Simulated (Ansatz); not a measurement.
## Pb: pressure against volume

Pb, Fm-3m, a = 4.934 Å. Ansatz: PBEsol, PAW, 420 eV, Γ-centred 14×14×14 mesh on 1 atom, Gaussian smearing 0.10 eV; no spin polarisation. Symmetry fixes shape and atoms, so the cell is only scaled; pressure is positive in compression.

```
V (Å³/atom) P (GPa)
     28.224        ?
     29.125     1.61
     30.025     0.03
     30.926    -1.28
     31.827    -2.37
```

**Question.** Take V0 = 30.025 Å³/atom, count pressures from its P0 = 0.03 GPa, fit the third-order Birch–Murnaghan form to the other rows, and predict the missing pressure.

**Answer.** With the Eulerian strain f = ½[(V0/V)^(2/3) − 1] and y = (P − P0)/[3f(1 + 2f)^(5/2)], the form is the line y = B0 + 1.5 B0 (B0′ − 4) f. Rows (f, y): 0.01025, 48.8; -0.00976, 47.0; -0.01906, 46.3. Means f = -0.006190, y = 47.367; Σ(Δf)² = 0.0004487, ΣΔfΔy = 0.03860; the slope is their ratio. y = 47.90 + 86.04 f GPa, so B0 = 47.9 GPa and B0′ = 4 + 2 × (86.04)/(3 × 47.90) = 5.20. At V = 28.224, f = 0.02105, y = 49.71 and P = 3.51 GPa. The run gave 3.50 GPa, so the fit is 0.01 GPa too high, a small miss on the scale of the series. The form still works here, 33 % of the fitted range beyond its end.

Spin–orbit coupling is left out, which can shift energies with elements as heavy as these.